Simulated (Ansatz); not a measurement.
Crystal: I.

```xyz
1
Lattice="-1.6175 1.6175 4.2648 1.6175 -1.6175 4.2648 1.6175 1.6175 -4.2648" Properties=species:S:1:pos:R:3 pbc="T T T"
I     0.0000    0.0000    0.0000
```

```yaml
Program: Ansatz 0.2.0
Task: relaxation of cell and atoms
Functional: LDA
Potentials_or_basis: Ansatz PAW
Cutoff: "420 eV (not typed: the program's choice for these potentials)"
k_mesh: 11 × 11 × 11
Occupations: fermi-dirac, width 0.05 eV
Spin: no spin polarisation
```

At the start: volume 44.63 Å³/atom.

**Question.** How do energy, volume and symmetry change on relaxing?

**Answer.** It ends after 7 steps and the volume is 35.21 Å³/atom (-21.1 %); space group I4/mmm (No. 139, to 0.05 Å).

Step by step:
```csv
step,energy change (eV),largest force (eV/Å),volume (Å³)
1,0.0000,0.0000,44.63
2,-0.0292,0.0000,41.41
3,-0.0425,0.0000,39.06
4,-0.0592,0.0000,37.19
5,-0.0677,0.0000,35.35
6,-0.0678,0.0000,35.21
7,-0.0666,0.0000,35.21
```

Final structure:
```
I
1.0
    -1.57627    1.57627    3.54315
     1.57627   -1.57627    3.54315
     1.57627    1.57627   -3.54315
I
1
Direct
  0.00000 0.00000 0.00000
```

Caveat: the volume moved by over 15 % at a fixed basis, so the end points are rough; the plane-wave basis is chosen anew once the cell has moved, so the energies of steps on either side of that aren't comparable; an odd number of electrons without spin polarisation forces a metal; a magnetic or distorted state may lie lower; the PAW data sets come from PBE, with cores solved anew for the run's functional, which leaves a small shift of forces and pressure.
